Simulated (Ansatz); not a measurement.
## Si₃N₄: N-14 nuclear quadrupole resonance

Cell: an entry of the Crystallography Open Database (COD), ions relaxed with PBE at fixed cell.

```
Si N
1.0
     7.59500    0.00000    0.00000
    -3.79750    6.57746    0.00000
     0.00000    0.00000    2.90230
Si N
6 8
Direct
  0.76732 0.17356 0.32564
  0.59376 0.76732 0.82564
  0.82644 0.59376 0.32564
  0.23268 0.82644 0.82564
  0.40624 0.23268 0.32564
  0.17356 0.40624 0.82564
  0.02936 0.32975 0.32565
  0.69961 0.02936 0.82565
  0.67025 0.69961 0.32565
  0.97064 0.67025 0.82565
  0.30039 0.97064 0.32565
  0.32975 0.30039 0.82565
  0.33333 0.66667 0.82553
  0.66667 0.33333 0.32553
```

Sites (sets of like atoms) are named by element and the number of their first atom in this list.

Level of theory: DFT, r2SCAN, plane waves and PAW, scalar-relativistic, 500 eV cutoff, Γ-centred 4×4×10 k-points, Fermi–Dirac smearing 0.02 eV (Ansatz 0.2.0).

N-14: I = 1, Q = 20.44 mb (year-2017 value). Static lattice, zero field.

**Question.** Predict the zero-field N-14 lines of each site.

**Answer.** For I = 1 the lines are ν± = (3/4)|C_Q|(1 ± η/3) and ν₀ = |C_Q|η/2.

```json
{"site": "N7", "atoms": "7, 8, 9, 10, 11, 12", "V_zz (10²¹ V/m²)": "-4.89", "C_Q (MHz)": "-2.41", "η": "0.08", "line frequencies (MHz)": "0.0958, 1.76, 1.86"}
{"site": "N13", "atoms": "13, 14", "V_zz (10²¹ V/m²)": "-4.90", "C_Q (MHz)": "-2.42", "η": "0.00", "line frequencies (MHz)": "1.82"}
```

An axis of threefold or higher order runs through N13, so V_zz lies along it and η is zero. At N7 V_zz stands upright on the plane through its three neighbours (within 3°).
